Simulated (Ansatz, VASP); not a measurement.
# One calculation of Zr, two programs

```
CELL_PARAMETERS angstrom
-1.70841 1.70841 1.70841
1.70841 -1.70841 1.70841
1.70841 1.70841 -1.70841
ATOMIC_POSITIONS crystal
Zr 0.00000 0.00000 0.00000
```

Alike in both runs: task single point; functional PBEsol; k mesh 8 × 8 × 8; occupations gaussian, width 0.1 eV; no spin polarisation.

|  | VASP | Ansatz |
| --- | --- | --- |
| version | VASP 6.6.1 | Ansatz 0.2.0 |
| potentials or method | VASP PAW PBE potentials, release 64 (Zr_sv) | scalar-relativistic, plane waves, PAW |
| plane-wave cutoff (eV) | 520 | 420 |
| valence electrons in the cell | 12 | 12 |

Ansatz gave:

* gap on the k mesh at the Fermi level (eV): none
* pressure (GPa): 10.6

**Question.** Which values does VASP return?

**Answer.** gap on the k mesh at the Fermi level (eV): none; pressure (GPa): 10.7.

A gap of «none» marks a metal or a gap that the smearing closes.

Caveats: the PAW data sets were made with another functional, which shifts forces and pressure a little (VASP).
